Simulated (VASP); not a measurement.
## Pb: band structure with PBE

Crystal: Pb.

```xyz
1
Lattice="0.0000 2.4750 2.4750 2.4750 0.0000 2.4750 2.4750 2.4750 0.0000" Properties=species:S:1:pos:R:3 pbc="T T T"
Pb    0.0000    0.0000    0.0000
```

```yaml
Program: VASP 6.6.1
Task: band structure
Functional: PBE
Potentials_or_basis: VASP PAW PBE potentials, release 54 (Pb_d)
Cutoff: 520 eV
k_mesh: 9 × 9 × 9
Occupations: fermi-dirac, width 0.05 eV
Spin: no spin polarisation
Further_INCAR_settings: ALGO = Normal; EDIFF = 1e-06; NBANDS = 13
```

```yaml
Band_gap_along_the_path: none (metal or under the smearing width)
```

Levels at the corners of the path, in eV from the Fermi level:
```
point  band 4  band 5  band 6  band 7  band 8  band 9  band 10  band 11
    Γ  -16.79  -16.79  -11.61    7.56    7.56    7.56     9.90    11.48
    X  -16.63  -16.63   -6.58   -3.13    2.19    2.19     5.52     6.79
    X  -16.63  -16.63   -6.58   -3.13    2.19    2.19     5.52     6.79
    W  -16.75  -16.63   -6.47   -1.23   -1.23    0.41    11.00    12.31
    W  -16.75  -16.63   -6.47   -1.23   -1.23    0.41    11.00    12.31
    K  -16.73  -16.67   -6.66   -2.14   -1.08    3.12     6.61    11.49
    K  -16.73  -16.67   -6.66   -2.14   -1.08    3.12     6.61    11.49
    Γ  -16.79  -16.79  -11.61    7.56    7.56    7.56     9.90    11.48
    Γ  -16.79  -16.79  -11.61    7.56    7.56    7.56     9.90    11.48
    L  -16.66  -16.66   -7.99   -4.06    5.72    5.72     9.38     9.61
    L  -16.66  -16.66   -7.99   -4.06    5.72    5.72     9.38     9.61
    U  -16.73  -16.67   -6.66   -2.14   -1.08    3.12     6.61    11.49
    U  -16.73  -16.67   -6.66   -2.14   -1.08    3.12     6.61    11.49
    W  -16.75  -16.63   -6.47   -1.23   -1.23    0.41    11.00    12.31
    W  -16.75  -16.63   -6.47   -1.23   -1.23    0.41    11.00    12.31
    L  -16.66  -16.66   -7.99   -4.06    5.72    5.72     9.38     9.61
    L  -16.66  -16.66   -7.99   -4.06    5.72    5.72     9.38     9.61
    K  -16.73  -16.67   -6.66   -2.14   -1.08    3.12     6.61    11.49
    U  -16.73  -16.67   -6.66   -2.14   -1.08    3.12     6.61    11.49
    X  -16.63  -16.63   -6.58   -3.13    2.19    2.19     5.52     6.79
```

It took 26 s on 1 thread of AMD EPYC 9R45 96-Core Processor (Zen 5), on a shared host, peak memory 0.16 GiB.

Caveat: the log is that of the step along the path at fixed density, whose energy, stress, charges and moments have no meaning; spin-orbit coupling is left out, which moves the levels of the heavy elements.
